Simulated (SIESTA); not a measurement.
The system is V.

```
V
1.0
    -1.51435    1.51435    1.51435
     1.51435   -1.51435    1.51435
     1.51435    1.51435   -1.51435
V
1
Direct
  0.00000 0.00000 0.00000
```

Base run:

* Program: SIESTA 5.4.2
* Functional: BLYP
* Potentials or basis: PseudoDojo 0.4 standard (PBE files)
* Basis: DZP (energy shift 0.003 Ry; two zetas on semicore shells)
* Grid cutoff: 800 Ry
* Energy shift: 0.003 Ry
* k mesh: 12 × 12 × 12
* Occupations: fermi-dirac, width 0.05 eV
* Spin: collinear spin, ferromagnetic start
* Starting moments: [2.0] μB

Its results: band gap on the k mesh none (metal or under the smearing width); pressure -0.1 GPa; net moment 0.00 μB per cell.

Question: After a change of settings the same cell gave: band gap on the k mesh none (metal or under the smearing width); pressure -5.7 GPa; net moment 0.00 μB per cell. Which change was it?
A. functional from BLYP to LDA; potentials or basis from PseudoDojo 0.4 standard (PBE files) to PseudoDojo 0.4 standard (LDA files)
B. functional from BLYP to RPBE
C. functional from BLYP to PBE; basis from DZP (energy shift 0.003 Ry; two zetas on semicore shells) to SZP (energy shift 0.003 Ry)
D. functional from BLYP to PW91

Answer: D.

PW91 binds more tightly than BLYP, so the same cell stands under less pressure.

Caveats: the potentials were made for another functional, which shifts forces and pressure; the basis of atomic orbitals isn't converged, which shifts pressures, moduli and gaps.
